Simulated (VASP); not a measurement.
# SnO2 (Cassiterite) (P4_2/mnm) in VASP: a series of runs

Aim: see how the results for SnO2 (Cassiterite) move with the level of theory and the settings. Levels: PBE, LDA. Tasks: dielectric tensor.

Everything below comes from runs of VASP 6.6.1. Logs are shortened: lines on timing, memory, paths and dates and some standing lists are left out, and cuts for length are marked.

## Step 1: Starting point

It takes space group P4_2/mnm (No. 136, tetragonal). Conventional cell: a = 4.738 Å, b = 4.738 Å, c = 3.187 Å, α = 90.00°, β = 90.00°, γ = 90.00°. Around Sn (site symmetry mmm) lie 6 O at 2.05 to 2.06 Å. O (site symmetry m2m) is surrounded by 3 Sn at 2.05 to 2.06 Å.

## Step 2: Dielectric tensor, PBE

Contents of INCAR:

```
PREC = Accurate
ENCUT = 340
EDIFF = 1E-8
ISMEAR = 0
SIGMA = 0.01
LREAL = F
LASPH = T
NELM = 100
ALGO = Normal
ISIF = 2
LWAVE = F
LCHARG = F
GGA = PE
LEPSILON = T
```

Contents of KPOINTS:

```
Automatic mesh
0
Gamma
  7 7 10
```

Contents of POSCAR:

```
SnO2
1.0
    4.7380000000      0.0000000000      0.0000000000
    0.0000000000      4.7380000000      0.0000000000
    0.0000000000      0.0000000000      3.1865000000
Sn O
2 4
Direct
    0.5000000000      0.5000000000      0.5000000000
    0.0000000000      0.0000000000      0.0000000000
    0.8071000000      0.1929000000      0.5000000000
    0.6929000000      0.6929000000      0.0000000000
    0.1929000000      0.8071000000      0.5000000000
    0.3071000000      0.3071000000      0.0000000000
```

Potentials or basis: VASP PAW PBE potentials, release 64 (Sn_d, O).

The run is started by

```
cat potpaw_PBE.64/Sn_d/POTCAR potpaw_PBE.64/O/POTCAR > POTCAR
mpirun -np 1 vasp_std > vasp.out
```

OUTCAR:

```text
PREC = Accurate
   ENCUT = 340
   EDIFF = 1E-8
   ISMEAR = 0
   LREAL = F
   LASPH = T
   NELM = 100
   ISIF = 2
   GGA = PE
   LEPSILON = T

 Found     60 irreducible k-points:

 Following reciprocal coordinates:
            Coordinates               Weight
  0.000000  0.000000  0.000000      1.000000
  0.142857  0.000000  0.000000      4.000000
  0.285714  0.000000  0.000000      4.000000
  0.428571  0.000000  0.000000      4.000000
  0.142857  0.142857  0.000000      4.000000
  0.285714  0.142857  0.000000      8.000000
   k-points           NKPTS =     60   k-points in BZ     NKDIM =     60   number of bands    NBANDS=     31
   number of dos      NEDOS =    301   number of ions     NIONS =      6
   total plane-waves  NPLWV =  15680
   dimension x,y,z NGX =    28 NGY =   28 NGZ =   20
   dimension x,y,z NGXF=    56 NGYF=   56 NGZF=   40
   ions per type =               2   4
   NGX,Y,Z   is equivalent  to a cutoff of   9.82,  9.82, 10.43 a.u.
   NGXF,Y,Z  is equivalent  to a cutoff of  19.65, 19.65, 20.87 a.u.
 SYSTEM =  unknown system
   PREC   = accura    normal or accurate (medium, high low for compatibility)
   ISTART =      0    job   : 0-new  1-cont  2-samecut
   ICHARG =      2    charge: 1-file 2-atom 10-const
   ISPIN  =      1    spin polarized calculation?
   LNONCOLLINEAR =      F non collinear calculations
   LSORBIT =      F    spin-orbit coupling
   LASPH  =      T    aspherical Exc in radial PAW
   ENCUT  =  340.0 eV  24.99 Ry    5.00 a.u.   7.12  7.12  4.79*2*pi/ulx,y,z
   NELM   =    100;   NELMIN=  2; NELMDL= -5     # of ELM steps
   EDIFF  = 0.1E-07   stopping-criterion for ELM
   LREAL  =      F    real-space projection
   EDIFFG = 0.1E-06   stopping-criterion for IOM
   NSW    =      0    number of steps for IOM
   IBRION =     -1    ionic relax: 0-MD 1-quasi-New 2-CG
   NFREE  =      0    steps in history (QN), initial steepest desc. (CG)
   ISIF   =      2    stress and relaxation
   ISYM   =      2    0-nonsym 1-usesym 2-fastsym
   POTIM  = 0.5000    time-step for ionic-motion
   TEBEG  =    0.0;   TEEND  =   0.0 temperature during run
   PSTRESS=    0.0 pullay stress
   NELECT =      52.0000    total number of electrons
   NUPDOWN=      -1.0000    fix difference up-down
   EMIN   =  10.00;   EMAX   =-10.00  energy-range for DOS
   EFERMI =   0.00;   METHOD = LEGACY
   ISMEAR =     0;   SIGMA  =   0.01  broadening in eV -4-tet -1-fermi 0-gaus
   EFERMI_NEDOS =   21; number of points for ismear=-14 and -15
   IALGO  =     38    algorithm
   IMIX   =      4    mixing-type and parameters
     AMIX     =   0.40;   BMIX     =  1.00
     AMIX_MAG =   1.60;   BMIX_MAG =  1.00
  volume/ion in A,a.u.               =      11.92        80.45
  Fermi-wavevector in a.u.,A,eV,Ry     =   1.472000  2.781677 29.480903  2.166785
  Thomas-Fermi vector in A             =   2.587068
   LORBIT       =      0    0 simple, 1 ext, 2 COOP (PROOUT), +10 PAW based schemes
   GGA     = PE    functional components
   LHFCALC =     F    Hartree Fock is set to
   AEXX    =    0.0000 exact exchange contribution
   IVDW    =     0    specifies the selected vdW correction
   LEPSILON=     T    determine dielectric tensor
   LRPA    =     F    only Hartree local field effects (RPA)
 non-spin polarized calculation
 Gauss-broadening in eV      SIGMA  =   0.01
  energy-cutoff  :      340.00
  volume of cell :       71.53
 maximum number of plane-waves:      1033
   NGX = 15   NGY = 15   NGZ =  9

--------------------------------------- Ionic step        1  -------------------------------------------

 number of electron      51.9999915 magnetization

 E-fermi :   6.2207     XC(G=0): -11.2520

 val. band max:        6.1100444111   @ k =   0.0000   0.0000   0.0000
 cond. band min:       7.3792773946   @ k =   0.0000   0.0000   0.0000
 fundamental gap:      1.2692329835
 Fermi energy:         6.2206600410

 k-point     1 :       0.0000    0.0000    0.0000
  band No.  band energies     occupation
      1     -14.9711      2.00000
      2     -14.1860      2.00000
      3     -13.8963      2.00000
      4     -13.8756      2.00000
      5     -13.8756      2.00000
      6     -13.7961      2.00000
[... 23 lines left out ...]
     30      12.4883      0.00000
     31      16.6481      0.00000

 k-point     2 :       0.1429    0.0000    0.0000
  band No.  band energies     occupation
      1     -14.9394      2.00000
      2     -14.2204      2.00000
      3     -13.8965      2.00000
      4     -13.8741      2.00000
      5     -13.8741      2.00000
      6     -13.8274      2.00000
[... 23 lines left out ...]
     30      12.6929      0.00000
     31      16.8476      0.00000

 k-point     3 :       0.2857    0.0000    0.0000
  band No.  band energies     occupation
      1     -14.8472      2.00000
      2     -14.3381      2.00000
      3     -13.8972      2.00000
      4     -13.8738      2.00000
      5     -13.8708      2.00000
      6     -13.8708      2.00000
[... 23 lines left out ...]
     30      13.0144      0.00000
     31      17.1283      0.00000

 k-point     4 :       0.4286    0.0000    0.0000
  band No.  band energies     occupation
      1     -14.7002      2.00000
      2     -14.5174      2.00000
      3     -13.8973      2.00000
      4     -13.8934      2.00000
      5     -13.8680      2.00000
      6     -13.8679      2.00000
[... 23 lines left out ...]
     30      13.2412      0.00000
     31      17.1425      0.00000

 k-point     5 :       0.1429    0.1429    0.0000
  band No.  band energies     occupation
      1     -14.9134      2.00000
      2     -14.2605      2.00000
      3     -13.8971      2.00000
      4     -13.8760      2.00000
      5     -13.8704      2.00000
      6     -13.8464      2.00000
[... 23 lines left out ...]
     30      12.7840      0.00000
     31      16.8955      0.00000

 k-point     6 :       0.2857    0.1429    0.0000
  band No.  band energies     occupation
      1     -14.8359      2.00000
      2     -14.3808      2.00000
      3     -13.8971      2.00000
      4     -13.8747      2.00000
      5     -13.8729      2.00000
      6     -13.8679      2.00000
[... 23 lines left out ...]
     30      13.1069      0.00000
     31      16.9640      0.00000

 [... further k-points ...]

  FORCE on cell =-STRESS in cart. coord.  units (eV):
  Direction    XX          YY          ZZ          XY          YZ          ZX
  --------------------------------------------------------------------------------------
  -------------------------------------------------------------------------------------
  Total       -4.6237005     -4.6237005     -2.7473216     -0.0000000      0.0000000      0.0000000
  in kB     -103.5610015   -103.5610015    -61.5341272     -0.0000000      0.0000000      0.0000000
  external PRESSURE =     -89.5520434 kB  Pullay stress =       0.0000000 kB

 VOLUME and BASIS-vectors are now :
 -----------------------------------------------------------------------------
  energy-cutoff  :      340.00
  volume of cell :       71.53
      direct lattice vectors                 reciprocal lattice vectors
     4.738000000  0.000000000  0.000000000     0.211059519  0.000000000  0.000000000
     0.000000000  4.738000000  0.000000000     0.000000000  0.211059519  0.000000000
     0.000000000  0.000000000  3.186500000     0.000000000  0.000000000  0.313823945

 POSITION                                       TOTAL-FORCE (eV/Angst)
 -----------------------------------------------------------------------------------
      2.36900      2.36900      1.59325         0.000000     -0.000000      0.000000
      0.00000      0.00000      0.00000         0.000000     -0.000000      0.000000
      3.82404      0.91396      1.59325        -0.173097      0.173097      0.000000
      3.28296      3.28296      0.00000         0.173097      0.173097      0.000000
      0.91396      3.82404      1.59325         0.173097     -0.173097      0.000000
      1.45504      1.45504      0.00000        -0.173097     -0.173097      0.000000
 -----------------------------------------------------------------------------------
    total drift:                                0.000000      0.000000      0.000000

  FREE ENERGIE OF THE ION-ELECTRON SYSTEM (eV)
  ---------------------------------------------------
  free  energy   TOTEN  =       -37.4261864767 eV

  energy  without entropy=      -37.4261864767  energy(sigma->0) =      -37.42618648

 HEAD OF MICROSCOPIC STATIC DIELECTRIC TENSOR (INDEPENDENT PARTICLE, excluding Hartree and local field effects)
 ------------------------------------------------------
           4.299211     0.000000     0.000000
           0.000000     4.299211     0.000000
           0.000000     0.000000     4.608955
 ------------------------------------------------------

 Free energy of the ion-electron system (eV)
  ---------------------------------------------------
  ---------------------------------------------------
  free energy    TOTEN  =        -0.67959625 eV

  energy without entropy =       -0.67959625

------------------------ aborting loop because EDIFF is reached ----------------------------------------

--------------------------------------- Ionic step        2  -------------------------------------------

------------------------ aborting loop because EDIFF is reached ----------------------------------------

--------------------------------------- Ionic step        3  -------------------------------------------

 Free energy of the ion-electron system (eV)
  ---------------------------------------------------
  ---------------------------------------------------
  free energy    TOTEN  =        -0.74345038 eV

  energy without entropy =       -0.74345038

------------------------ aborting loop because EDIFF is reached ----------------------------------------

 PIEZOELECTRIC TENSOR FIELD DIRECTION 3  (e Angst)
 -----------------------------------------------------------------------------
     0.00142  0.00000  0.00000           ( -0.00001  0.00000  0.00000)
    -0.00000  0.00142  0.00000           (  0.00000 -0.00001  0.00000)
     0.00000  0.00000 -0.00483           (  0.00000  0.00000 -0.00017)

 PIEZOELECTRIC TENSOR FIELD DIRECTION 3  (C/m^2)
 -----------------------------------------------------------------------------
     0.00032  0.00000  0.00000
    -0.00000  0.00032  0.00000
     0.00000  0.00000 -0.00108

 MACROSCOPIC STATIC DIELECTRIC TENSOR (including local field effects in DFT)
 ------------------------------------------------------
           4.226530    -0.000000     0.000000
           0.000000     4.226530     0.000000
           0.000000     0.000000     4.526284
 ------------------------------------------------------

 PIEZOELECTRIC TENSOR (including local field effects)  for field in x, y, z        (e  Angst)
          XX          YY          ZZ          XY          YZ          ZX
  --------------------------------------------------------------------------------
  x     0.00000     0.00000     0.00000     0.00000     0.00000     0.00000
  y     0.00000     0.00000     0.00000     0.00000     0.00000     0.00000
  z     0.00000     0.00000     0.00000     0.00000     0.00000     0.00000

 PIEZOELECTRIC TENSOR (including local field effects)  for field in x, y, z        (C/m^2)
          XX          YY          ZZ          XY          YZ          ZX
  --------------------------------------------------------------------------------
  x     0.00000     0.00000     0.00000     0.00000     0.00000     0.00000
  y     0.00000     0.00000     0.00000     0.00000     0.00000     0.00000
  z     0.00000     0.00000     0.00000     0.00000     0.00000     0.00000

 BORN EFFECTIVE CHARGES (including local field effects) (in |e|, cummulative output)
 ---------------------------------------------------------------------------------
 ion    1
    1     4.05583    -0.44510     0.00000
    2    -0.44510     4.05583     0.00000
    3     0.00000     0.00000     4.44265
 ion    2
    1     4.05583     0.44510     0.00000
    2     0.44510     4.05583     0.00000
    3     0.00000     0.00000     4.44265
 ion    3
    1    -2.02792     0.68832     0.00000
    2     0.68832    -2.02792     0.00000
    3     0.00000     0.00000    -2.22133
 ion    4
    1    -2.02792    -0.68832     0.00000
    2    -0.68832    -2.02792     0.00000
    3     0.00000     0.00000    -2.22133
 ion    5
    1    -2.02792     0.68832     0.00000
    2     0.68832    -2.02792     0.00000
    3     0.00000     0.00000    -2.22133
 ion    6
    1    -2.02792    -0.68832     0.00000
    2    -0.68832    -2.02792     0.00000
    3     0.00000     0.00000    -2.22133
```

Wall time 8.3 min (1 thread of AMD EPYC 9R45 (Zen 5), shared host); peak memory 0.37 GiB.

The run converged, but a check on its numbers failed (symmetry, net force, bounds or a known fault of this set-up), so they aren't taken as properties of the crystal.

Caveat: the cutoff lies under the usual one of these potentials, so the numbers hold a large basis-set error; spin-orbit coupling is left out, which moves the levels of the heavy elements.

(Part 1 of 3 ends here.)
